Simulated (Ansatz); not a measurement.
**CdTe (h-MgO (five-fold) type): from bands to localised orbitals**

Where do the localised orbitals of CdTe (h-MgO (five-fold) type) sit, how far are they spread, and how do the settings change that? Plan: PBE, anion s p, 6×6×4; PBE, anion s p, 6×6×2; PBE, anion p, 6×6×4; PBE, all s p, disentangled, 6×6×4; PBE, metal d and anion p, 6×6×4; PBE, metal d and anion p, disentangled, 6×6×4; PBE, metal d, 6×6×4; r2SCAN, anion s p, 6×6×4; r2SCAN, metal d, 6×6×4; r2SCAN, all s p, disentangled, 6×6×4 (level, trial orbitals, Wannier mesh).

Program: Ansatz 0.2.0. Level of theory: plane waves, PAW. These are calculated values, not measurements.

3 further runs of the same task are left out: 3 that didn't finish.

### Step 1. The structure to begin with

It takes space group P6_3/mmc (No. 194, hexagonal). The conventional cell has a = 4.884 Å, b = 4.884 Å, c = 6.622 Å, α = 90.00°, β = 90.00°, γ = 120.00°. Cd (site symmetry -6m2) has 3 Te at 2.82 Å as nearest neighbours. Te (site symmetry -6m2) has 3 Cd at 2.82 Å as nearest neighbours.

Structure file:

```
Cd Te
1.0
     4.88408    0.00000    0.00000
    -2.44204    4.22973    0.00000
     0.00000    0.00000    6.62225
Cd Te
2 2
Direct
  0.33333 0.66667 0.25000
  0.66667 0.33333 0.75000
  0.66667 0.33333 0.25000
  0.33333 0.66667 0.75000
```

The cell was relaxed beforehand with r2SCAN; those runs aren't shown. No run includes spin-orbit coupling, which matters for Te.

### Step 2. PBE, anion s p, 6×6×4

Contents of input.yaml:

```yaml
crystal:
  lattice:
    - [4.8840757487, 0.0, 0.0]
    - [-2.4420378743, 4.2297336724, 0.0]
    - [0.0, 0.0, 6.622245668]
  atoms:
    - { symbol: Cd, position: [0.3333333333, 0.6666666667, 0.25] }
    - { symbol: Cd, position: [0.6666666667, 0.3333333333, 0.75] }
    - { symbol: Te, position: [0.6666666667, 0.3333333333, 0.25] }
    - { symbol: Te, position: [0.3333333333, 0.6666666667, 0.75] }
kpoints:
  mp_grid: { grid: [6, 6, 4] }
  band_path:
    path:
      - [[0.0, 0.0, 0.0], [0.5, 3.057936338871e-17, 1.590410849573e-19], [0.3333333333333, 0.3333333333333, 3.180821699167e-19], [0.0, 0.0, 0.0], [-2.89853785943e-47, 2.171357623341e-36, 0.5], [0.5, 3.064462296477e-17, 0.5], [0.3333333333333, 0.3333333333333, 0.5], [-2.89853785943e-47, 2.171357623341e-36, 0.5]]
      - [[0.5, 3.064462296477e-17, 0.5], [0.5, 3.057936338871e-17, 1.590410849573e-19]]
      - [[0.3333333333333, 0.3333333333333, 0.5], [0.3333333333333, 0.3333333333333, 3.180821699167e-19]]
    npoints: 10
hamiltonian:
  xc: pbe
scf:
  occupations: { method: fermi_dirac, width: 0.02 }
  n_extra_bands: 6
output:
  forces: false
  stress: false
  eigenvalues: true
  wannier:
    kmesh: [6, 6, 4]
    projections: [{ species: Te, l: s, shell: 5 }, { species: Te, l: p, shell: 5 }]
    minimise: true
    write_hr: true
    conv_tol: 1.0e-08
    max_iter: 3000
```

Run with:

```bash
> ansatz run input.yaml --threads 4 --pin off --max-ram 3686MiB --backend cpu --events-out ev --progress --plain --runs-dir out
```

The runs that follow: PBE, anion s p, 6×6×2; PBE, anion p, 6×6×4; PBE, all s p, disentangled, 6×6×4; PBE, metal d and anion p, 6×6×4; PBE, metal d and anion p, disentangled, 6×6×4; PBE, metal d, 6×6×4; r2SCAN, anion s p, 6×6×4; r2SCAN, metal d, 6×6×4; r2SCAN, all s p, disentangled, 6×6×4.

Q: Predict the results of all the runs planned. Wanted: total spread, PBE, anion s p, 6×6×4; total spread, PBE, anion s p, 6×6×2; total spread, PBE, anion p, 6×6×4; total spread, PBE, all s p, disentangled, 6×6×4; total spread, PBE, metal d and anion p, 6×6×4; total spread, PBE, metal d and anion p, disentangled, 6×6×4; total spread, PBE, metal d, 6×6×4; total spread, r2SCAN, anion s p, 6×6×4; total spread, r2SCAN, metal d, 6×6×4.

**Answer**, as computed:

| quantity | value |
| --- | --- |
| total spread, PBE, anion s p, 6×6×4 | 24.54 Å² over 8 functions |
| total spread, PBE, anion s p, 6×6×2 | 23.21 Å² over 8 functions |
| total spread, PBE, anion p, 6×6×4 | 23.06 Å² over 6 functions |
| total spread, PBE, all s p, disentangled, 6×6×4 | 31.09 Å² over 16 functions |
| total spread, PBE, metal d and anion p, 6×6×4 | 28.66 Å² over 16 functions |
| total spread, PBE, metal d and anion p, disentangled, 6×6×4 | 30.89 Å² over 16 functions |
| total spread, PBE, metal d, 6×6×4 | 9.96 Å² over 10 functions |
| total spread, r2SCAN, anion s p, 6×6×4 | 23.80 Å² over 8 functions |
| total spread, r2SCAN, metal d, 6×6×4 | 10.11 Å² over 10 functions |
| total spread, r2SCAN, all s p, disentangled, 6×6×4 | 27.79 Å² over 16 functions |
| centres of the first set | 0.47 to 0.71 Å from the nearest atom |

**Reading.** With PBE, anion s p, 6×6×4 the 8 functions move off the atoms, with a mean spread of 3.07 Å²; 92 % of the total is gauge invariant. On one set and mesh the functional gives 24.54 (PBE), 23.80 (r2SCAN) Å². The disentangled models miss some band by up to 1.8 eV, which may lie outside their frozen windows.
